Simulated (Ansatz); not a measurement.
# SiC: short molecular dynamics of a 32-atom cell, part 2 of 2

Aim: follow the atoms of SiC (database structure) in time, from their lattice sites. Runs: r2SCAN, 20 steps of 1 fs under a Langevin thermostat at 450 K; PBE, 20 steps of 1 fs under a Nosé-Hoover thermostat at 1000 K. The cell is a 2×2×1 supercell of the structure relaxed with r2SCAN.

Ansatz 0.2.0, plane waves. The steps go on from the part before.

## 8. Positions and forces

Extended XYZ, with forces in eV/Å:

```xyz
32
Lattice="6.155 0.000 0.000 -3.078 5.330 0.000 0.000 0.000 10.077" Properties=species:S:1:pos:R:3:forces:R:3 pbc="T T T" time_fs=7.0 T=510 dE=1.9725
Si    1.521    0.823    9.453    1.470    1.737    0.646
Si   -0.047    1.822    4.385    1.897   -1.295   -0.189
Si   -0.027    0.042    6.878   -0.009   -0.976    1.296
Si   -0.012    0.076    1.899   -0.099   -1.110    0.931
C     1.471    0.955    7.596    0.868   -2.944   -0.654
C    -0.031    1.868    2.510    0.477   -1.587    0.657
C    -0.027    0.021    5.016    0.259   -0.139   -0.194
C     0.050    0.058    0.082   -1.920   -0.720   -1.643
Si    0.035    3.488    9.440   -0.613    0.529    0.724
Si   -1.509    4.472    4.415   -1.081   -0.694   -0.432
Si   -1.532    2.602    6.966   -0.374    1.788    0.281
Si   -1.516    2.665    1.873   -0.864    2.035    0.469
C    -0.020    3.550    7.584    0.622   -0.751   -1.176
C    -1.541    4.518    2.512   -0.071   -0.733    0.347
C    -1.467    2.619    5.080   -2.205    1.581    0.147
C    -1.572    2.705    0.077    0.591   -0.649   -2.516
Si    4.588    0.904    9.443    0.374    0.034    2.098
Si    3.106    1.772    4.425    0.513    0.014   -1.509
Si    3.118   -0.011    6.951   -1.877   -0.405   -0.123
Si    3.136    0.007    1.885   -1.974   -0.036   -1.063
C     4.561    0.877    7.635    1.197    0.055   -1.829
C     3.154    1.767    2.423   -1.474    0.402    2.219
C     3.078   -0.003    5.002    0.398    0.258    1.654
C     3.096   -0.071   -0.030   -0.185    0.805    0.300
Si    3.041    3.585    9.463    0.966    0.207    0.621
Si    1.513    4.440    4.402    0.608   -0.507   -0.547
Si    1.564    2.562    6.896   -0.519    3.485    0.351
Si    1.509    2.664    1.925    1.570   -0.402   -1.141
C     3.052    3.572    7.590    0.363   -0.260   -1.283
C     1.457    4.393    2.474    2.489    1.158    1.541
C     1.567    2.619    4.998   -0.485    0.680    0.438
C     1.581    2.700    0.046   -0.911   -1.562   -0.421
32
Lattice="6.155 0.000 0.000 -3.078 5.330 0.000 0.000 0.000 10.077" Properties=species:S:1:pos:R:3:forces:R:3 pbc="T T T" time_fs=13.0 T=291 dE=2.8580
Si    1.523    0.788    9.464    1.609    2.070    0.440
Si   -0.065    1.845    4.360    2.052   -1.530    0.634
Si   -0.050    0.066    6.849    0.129   -1.662    1.550
Si   -0.023    0.127    1.914    0.064   -1.833    0.945
C     1.438    0.930    7.611    1.293   -2.735   -0.826
C    -0.045    1.901    2.522    0.534   -1.635    0.296
C    -0.043    0.036    4.988    0.366   -0.167   -0.111
C     0.039    0.088    0.102   -2.096   -0.915   -1.597
Si    0.058    3.439    9.439   -0.873    0.986    0.359
Si   -1.496    4.489    4.412   -1.429   -0.709   -0.170
Si   -1.531    2.570    6.999   -0.592    2.673   -0.067
Si   -1.508    2.689    1.862   -1.289    2.403    0.487
C    -0.019    3.525    7.576    0.860   -0.807   -0.951
C    -1.544    4.562    2.517    0.119   -0.959    0.114
C    -1.466    2.623    5.114   -2.082    1.627   -0.347
C    -1.583    2.720    0.069    0.678   -0.719   -2.384
Si    4.569    0.917    9.461    0.540   -0.108    1.812
Si    3.136    1.767    4.418    0.244    0.113   -1.472
Si    3.130   -0.026    6.967   -2.352   -0.728   -0.265
Si    3.163    0.012    1.865   -2.414   -0.126   -0.899
C     4.547    0.868    7.653    1.324   -0.017   -1.717
C     3.179    1.771    2.404   -1.609    0.390    2.396
C     3.089    0.002    5.013    0.323    0.180    1.621
C     3.107   -0.109   -0.051   -0.301    1.015    0.620
Si    3.021    3.615    9.481    1.078   -0.037    0.124
Si    1.499    4.432    4.388    0.973   -0.514   -0.216
Si    1.580    2.516    6.870   -0.633    4.015    0.648
Si    1.502    2.659    1.939    2.089   -0.288   -1.259
C     3.040    3.580    7.584    0.350   -0.443   -1.072
C     1.457    4.385    2.480    2.503    1.400    1.394
C     1.577    2.598    4.972   -0.567    0.782    0.470
C     1.593    2.685    0.069   -0.891   -1.724   -0.556
32
Lattice="6.155 0.000 0.000 -3.078 5.330 0.000 0.000 0.000 10.077" Properties=species:S:1:pos:R:3:forces:R:3 pbc="T T T" time_fs=20.0 T=564 dE=1.7778
Si    1.547    0.778    9.482    0.049    1.326   -0.278
Si   -0.056    1.850    4.343    0.673   -0.776    2.219
Si   -0.074    0.069    6.837    0.495   -2.071    0.900
Si   -0.035    0.158    1.946    0.312   -2.316   -0.055
C     1.448    0.812    7.598    1.685    0.007   -0.761
C    -0.043    1.887    2.542    0.102   -0.053   -0.944
C    -0.049    0.046    4.953    0.332   -0.127    0.396
C    -0.042    0.091    0.074   -0.140   -0.583   -0.101
Si    0.072    3.397    9.443   -0.730    1.402   -0.692
Si   -1.502    4.498    4.407   -0.939   -0.275    0.702
Si   -1.539    2.574    7.035   -0.721    2.421   -0.961
Si   -1.517    2.752    1.855   -1.050    0.994    0.232
C     0.014    3.468    7.537    0.812   -0.276    0.260
C    -1.543    4.579    2.525    0.408   -0.830   -0.539
C    -1.532    2.683    5.138    0.066    0.475   -1.335
C    -1.574    2.714   -0.017    0.133   -0.094    0.260
Si    4.555    0.931    9.506    0.539   -0.524   -0.697
Si    3.174    1.764    4.390   -0.846    0.198   -0.074
Si    3.109   -0.054    6.981   -1.554   -0.540   -0.225
Si    3.159    0.016    1.830   -1.273   -0.270    0.637
C     4.574    0.857    7.618    0.198   -0.123   -0.031
C     3.154    1.788    2.463   -0.405    0.097    0.599
C     3.111    0.012    5.079   -0.190   -0.213   -0.124
C     3.109   -0.119   -0.053   -0.310    0.552    0.701
Si    3.013    3.647    9.503    0.403   -0.871   -1.084
Si    1.497    4.416    4.370    0.944    0.013    1.080
Si    1.588    2.521    6.851   -0.676    1.904    1.081
Si    1.525    2.649    1.937    1.393    0.411   -0.337
C     3.038    3.574    7.542    0.109   -0.392    0.174
C     1.539    4.423    2.529    0.321    0.692   -0.700
C     1.571    2.601    4.958   -0.163    0.407    0.277
C     1.577    2.608    0.076    0.020   -0.564   -0.577
```

## 9. What came out

This closing draws on all 2 parts.

| quantity | value |
| --- | --- |
| run 1: length | 20 steps of 1 fs |
| run 1: temperature, first and last step | 436 and 355 K |
| run 1: temperature, second half | mean 236 K, from 166 to 355 K |
| run 1: potential energy, second half | +35 meV/atom from this run's first step |
| run 1: mean square displacement, second half | C 0.005, Si 0.005 Å² |
| run 2: length | 20 steps of 1 fs |
| run 2: temperature, first and last step | 1000 and 564 K |
| run 2: temperature, second half | mean 393 K, from 276 to 564 K |
| run 2: potential energy, second half | +77 meV/atom from this run's first step |
| run 2: largest change of the conserved energy | 0.40 meV/atom |
| run 2: mean square displacement, second half | Si 0.011, C 0.011 Å² |

What this shows: Run 1: Against a set 450 K the second half averages 236 K, going from 181 to 355 K over that half; 35 meV/atom has gone into potential energy, and a thermostat that acts over some 100 fs has not made it up in 20 fs. No atom gets farther than 0.15 Å from its start, with the drift of the whole removed, against a typical distance of 1.9 Å between sites at the start. Run 2: Against a set 1000 K the second half averages 393 K, going from 307 to 564 K over that half; 77 meV/atom has gone into potential energy, and a thermostat that acts over some 100 fs has not made it up in 20 fs. The conserved energy strays from its start by at most 0.40 meV/atom, 0.6 % of the mean kinetic energy, so a step of 1 fs is short enough over this time. No atom gets farther than 0.18 Å from its start, with the drift of the whole removed, against a typical distance of 1.9 Å between sites at the start. Averages from a run of 20 fs with 32 atoms are rough.
